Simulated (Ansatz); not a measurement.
# C: the cost of one run

Method: DFT PBE, scalar-relativistic, plane waves, PAW, in Ansatz 0.2.0.

14 further runs of the same task are left out: 14 set aside as unsound or not needed.

**1. Starting point**

It takes space group Cmme (No. 67, orthorhombic). Conventional cell: a = 2.467 Å, b = 4.272 Å, c = 8.707 Å, α = 90.00°, β = 90.00°, γ = 90.00°. C (site symmetry m) has 3 C at 1.42 Å as nearest neighbours.

Coordinates:

```
CELL_PARAMETERS angstrom
1.23328 -2.13604 0.00000
1.23328 2.13604 0.00000
0.00000 0.00000 8.70703
ATOMIC_POSITIONS crystal
C 0.08333 0.91667 0.75031
C 0.58333 0.41667 0.24969
C 0.91667 0.08333 0.24969
C 0.41667 0.58333 0.75031
```

It goes back to an entry of the Materials Project, which need not be the stable form.

It is the result of an earlier relaxation at this level (volume 11.47 Å³/atom; gap on the mesh: 0.00 eV).

**2. The scan**

The energy is mapped over two normal modes frozen in (zone-centre modes of the cell shown).

The axes are (1) amplitude of mode 1 (5i cm⁻¹), largest displacement: 11 values from −0.427 Å; (2) amplitude of mode 6 (24 cm⁻¹), largest displacement: 11 values from −0.427 Å.

Nothing else is relaxed (the cell and all other modes fixed). Energies count from the relaxed high-symmetry cell. Points are written as (first, second).

The modes come from a phonon run on the reference cell, made beforehand.

Displacement patterns for an amplitude of 1 (Å):

| atom | x1 | y1 | z1 | x2 | y2 | z2 |
| --- | --- | --- | --- | --- | --- | --- |
| C1 | 0.000 | 1.000 | 0.000 | 0.000 | 0.000 | 1.000 |
| C2 | 0.000 | -1.000 | 0.000 | 0.000 | 0.000 | -1.000 |
| C3 | 0.000 | -1.000 | 0.000 | 0.000 | 0.000 | -1.000 |
| C4 | 0.000 | 1.000 | 0.000 | 0.000 | 0.000 | 1.000 |

**3. Grid point (0.000 Å, −0.427 Å)**

input.yaml reads:

```yaml
crystal:
  lattice:
    - [1.2332770792, -2.1360444277, 0.0]
    - [1.2332770792, 2.1360444277, 0.0]
    - [0.0, 0.0, 8.7070252276]
  atoms:
    - { symbol: C, position: [0.0833327972, 0.9166672028, 0.7012646803] }
    - { symbol: C, position: [0.5833327972, 0.4166672028, 0.2987353197] }
    - { symbol: C, position: [0.9166672028, 0.0833327972, 0.2987353197] }
    - { symbol: C, position: [0.4166672028, 0.5833327972, 0.7012646803] }
basis:
  ecutwfc: 520.0
kpoints:
  mp_grid: { grid: [18, 18, 6] }
hamiltonian:
  xc: pbe
  pseudopotentials: { kind: paw, azcp: { folder: soft_1 } }
scf:
  occupations: { method: gaussian, width: 0.15 }
output:
  forces: true
  stress: true
  eigenvalues: true
  write_density: true
  write_potential: true
  elf: true
  volumetric_format: npy
```

Launch:

```console
> ansatz run input.yaml --threads 4 --pin off --max-ram 8192MiB --backend cpu --events-out ev --progress --plain --runs-dir out
```

**Question.** How long does this run take on 4 threads of Intel Xeon Platinum 8259CL at 2.50GHz (Skylake/Cascade Lake), shared host, and how much memory does it need?

About 8.3 s, with a peak of 0.59 GiB.
